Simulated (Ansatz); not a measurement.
# ZrN (Fm-3m): cell relaxations under several functionals, by script

The task is cell relaxations under several functionals, for ZrN (Fm-3m).

The COD entry's cell or inner coordinates are ideal or old and differ from later refinements, so a difference from it is no clean test against experiment.

All numbers are computed with the Python package of Ansatz 0.2.0. The levels of theory stand in the script.

## 1. The system

The structure is cubic, space group Fm-3m (No. 225). The conventional cell has a = 4.600 Å, b = 4.600 Å, c = 4.600 Å, α = 90.00°, β = 90.00°, γ = 90.00°. Around Zr (site symmetry m-3m) lie 6 N at 2.30 Å. N (site symmetry m-3m) is surrounded by 6 Zr at 2.30 Å.

No structure file is read: the coordinates are typed or built in the script.

## 2. The code

Contents of zrn_lattice.py:

```python
"""How the lattice of ZrN depends on the functional."""

import ansatz as az
import numpy as np
from pymatgen.core import Lattice, Structure
from pymatgen.io.ase import AseAtomsAdaptor

config = {
    "sigma": 0.15,
    "kmesh": (9, 9, 9),
    "fmax": 0.05,
}

def edges_and_angles(cell):
    cell = np.asarray(cell)
    a, b, c = np.linalg.norm(cell, axis=1)
    cosines = cell[1] @ cell[2] / (b * c), cell[0] @ cell[2] / (a * c), cell[0] @ cell[1] / (a * b)
    return (a, b, c, *np.degrees(np.arccos(cosines)))

pmg_structure = Structure(
    Lattice([(0.0, 2.3, 2.3), (2.3, 0.0, 2.3), (2.3, 2.3, 0.0)]),
    ["Zr", "N"],
    [
        (0.5, 0.5, 0.5),
        (0.0, 0.0, 0.0),
    ],
)
zrn = az.Crystal.from_ase(AseAtomsAdaptor.get_atoms(pmg_structure))

base = (
    zrn.calculation()
    .occupations(az.OccupationsMethod.GAUSSIAN, width=config["sigma"])
    .basis(18 * az.Ha)
    .kpoints(mesh=config["kmesh"])
    .relax(cell=True, force_tolerance=config["fmax"])
)

levels = [("pbe", "none"), ("lda", "none"), ("pbesol", "none")]
print("level            a       b       c    alpha   beta  gamma  V/atom  steps")
for name, dispersion in levels:
    seen = []
    run = base.functional(name, dispersion=dispersion).session().plan()
    outcome = run.execute(on_event=lambda e: seen.append(e) if e["event"] == "relax_step" else None)
    cell = outcome.lattice.cell_ang
    label = name if dispersion == "none" else f"{name}+{dispersion}"
    print("{:13s} {:7.4f} {:7.4f} {:7.4f} {:6.2f} {:6.2f} {:6.2f}".format(label, *edges_and_angles(cell)), f"{abs(np.linalg.det(cell)) / len(outcome.lattice.sites):7.3f} {len(seen):5d}")
```

## 3. The input behind the calls

The package turns the script's settings into the engine's input (first run):

```yaml
crystal:
  lattice:
    - [0.0, 2.3, 2.3]
    - [2.3, 0.0, 2.3]
    - [2.3, 2.3, 0.0]
  atoms:
    - { symbol: Zr, position: [0.5, 0.5, 0.5] }
    - { symbol: "N", position: [0.0, 0.0, 0.0] }
basis:
  ecutwfc: 489.804952427784
kpoints:
  mp_grid:
    grid: [9, 9, 9]
hamiltonian:
  xc: pbe
  dispersion: none
scf:
  occupations:
    method: gaussian
    width: 0.15
relax:
  f_tol: 0.05
  cell: {}
```

## 4. Running it

Started as:

```bash
$ python zrn_lattice.py
```

Log:

```text
level            a       b       c    alpha   beta  gamma  V/atom  steps
pbe            3.2490  3.2490  3.2490  60.00  60.00  60.00  12.126     4
lda            3.1994  3.1994  3.1994  60.00  60.00  60.00  11.579     7
pbesol         3.2190  3.2190  3.2190  60.00  60.00  60.00  11.793     5
```

Run time: 15 s. Hardware: 1 thread of Intel Xeon Platinum 8259CL at 2.50GHz (Skylake/Cascade Lake), shared host; peak memory 0.47 GiB.

## 5. Inputs of later runs

The engine's inputs for the other runs:

Run 2, against run 1:

```diff
@@ -15 +15 @@
-  xc: pbe
+  xc: lda
```

Run 3, against run 1:

```diff
@@ -15 +15 @@
-  xc: pbe
+  xc: pbesol
```

Lines on the test bed's own set-up are left out of the output.

## 6. What each run gave

One row for each of the 3 runs:

```csv
run,functional,energy (eV/atom),final volume (Å³/atom),pressure (GPa),SCF cycles in all,CPU time (s)
1,pbe,-2285.6627,12.13,0.00,25,3.3
2,lda,-2227.6794,11.58,0.00,46,5.6
3,pbesol,-2255.4950,11.79,-0.02,32,4.2
```

Energies are free energies F = E - TS of the smeared occupations. Totals hang on method, basis and potentials, so only like runs compare.

## 7. How the relaxation of run 1 went

Step by step:

```csv
step,E - E(step 1) (eV/cell),largest force component (eV/Å),pressure (GPa),volume (Å³)
1,0.0000,0.0000,-0.84,24.33
2,-0.0001,0.0000,0.54,24.20
3,-0.0002,0.0000,0.00,24.25
4,-0.0002,0.0000,0.00,24.25
```

Step 1 is the start. Step 4 repeats the geometry before it on a plane-wave basis chosen anew for that cell, so its energy need not be comparable with the rows above.

Lengths and angles in the start's conventional setting:

|  | before | after | change |
| --- | --- | --- | --- |
| a (Å) | 4.600 | 4.595 | -0.1 % |
| b (Å) | 4.600 | 4.595 | -0.1 % |
| c (Å) | 4.600 | 4.595 | -0.1 % |
| volume (Å³/atom) | 12.17 | 12.13 | -0.3 % |
| shortest distance (Å) | 2.300 | 2.297 | -0.1 % |
| space group (0.01 Å) | Fm-3m | Fm-3m | same |

The run keeps the 48 symmetry operations of the start, so it could not have lowered the symmetry.

## 8. The relaxation of run 3, step by step

Step by step:

```
step  E - E(step 1) (eV/cell)  largest force component (eV/Å)  pressure (GPa)  volume (Å³)
   1                   0.0000                          0.0000           -7.87        24.33
   2                  -0.0100                          0.0000            5.95        23.09
   3                  -0.0190                          0.0000           -0.29        23.61
   4                  -0.0190                          0.0000           -0.01        23.59
   5                  -0.0189                          0.0000           -0.02        23.59
```

Step 1 is the start. Step 5 repeats the geometry before it on a plane-wave basis chosen anew for that cell, so its energy need not be comparable with the rows above.

Lengths and angles in the start's conventional setting:

|  | before | after | change |
| --- | --- | --- | --- |
| a (Å) | 4.600 | 4.552 | -1.0 % |
| b (Å) | 4.600 | 4.552 | -1.0 % |
| c (Å) | 4.600 | 4.552 | -1.0 % |
| volume (Å³/atom) | 12.17 | 11.79 | -3.1 % |
| shortest distance (Å) | 2.300 | 2.276 | -1.0 % |
| space group (0.01 Å) | Fm-3m | Fm-3m | same |

Forces and stress were held to the start's 48 operations: a distortion of lower symmetry was not tested.

## 9. What came out

| quantity | value |
| --- | --- |
| runs compared | 3 |
| relaxed volume | 11.58 (lda) to 12.13 Å³/atom (pbe) |

What this shows: From smallest to largest: LDA (11.58 Å³ an atom, -4.8 % against the start), PBEsol (11.79 Å³ an atom, -3.1 % against the start) and PBE (12.13 Å³ an atom, -0.3 % against the start). The spread is 4.7 % in volume. In run 1, over 2 moves the cell shrank by 0.3 % in volume, and the space group stayed Fm-3m. In run 3, over 3 moves the cell shrank by 3.1 % in volume, and the space group stayed Fm-3m. Notes:
- Spin is left out of this run.
- Forces vanish by symmetry, so the ions can't move, and the end may be a saddle.
- For a metal this k-point mesh is coarse: on a finer one energies can move by several to tens of meV an atom and pressures by half a GPa or more, differences at one mesh by less.
- Edges and angles that the script prints are those of the cell as typed, here a primitive one.
- Of the deposited cell: the entry's cell lengths or inner coordinates differ somewhat from later room-temperature determinations.
